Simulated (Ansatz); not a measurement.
# ZrC: the cost of one run

Computed with Ansatz 0.2.0 (DFT PBE, scalar-relativistic, unless a step's input says otherwise).

1 further run of the same task is left out (it didn't finish). Runs told in other sessions of the task aren't counted.

**1. Starting point**

The structure is cubic, space group Fm-3m (No. 225). The conventional cell has a = 4.700 Å, b = 4.700 Å, c = 4.700 Å, α = 90.00°, β = 90.00°, γ = 90.00°. Zr (site symmetry m-3m) is surrounded by 6 C at 2.35 Å. Around C (site symmetry m-3m) lie 6 Zr at 2.35 Å.

As a file:

```
Zr C
1.0
     0.00000    2.35021    2.35021
     2.35021    0.00000    2.35021
     2.35021    2.35021    0.00000
Zr C
1 1
Direct
  0.50000 0.50000 0.50000
  0.00000 0.00000 0.00000
```

Atoms are numbered in the order of the input: Zr1, C2.

**2. After the deformation**

Space group Fm-3m before, R-3m after.

**3. All-electron LAPW**

The input, input.yaml:

```yaml
crystal:
  lattice:
    - [0.0235021, 2.36196105, 2.36196105]
    - [2.36196105, 0.0235021, 2.36196105]
    - [2.36196105, 2.36196105, 0.0235021]
  atoms:
    - { symbol: Zr, position: [0.5, 0.5, 0.5] }
    - { symbol: C, position: [0.0, 0.0, 0.0] }
kpoints:
  mp_grid: { grid: [15, 15, 15] }
scf:
  occupations: { method: fermi_dirac, width: 0.05 }
hamiltonian:
  xc: pbe
  pseudopotentials: { kind: all_electron, lapw: { basis_error: 0.0005 } }
output:
  forces: true
  stress: true
  eigenvalues: true
```

Run with:

```console
> ansatz run input.yaml --threads 1 --pin off --max-ram 2048MiB --backend cpu --events-out ev --progress --plain --runs-dir out
```

**Question.** How long does this run take on 1 thread of Arm Neoverse V1, shared host, and how much memory does it need?

About 75 s, with a peak of 0.82 GiB.
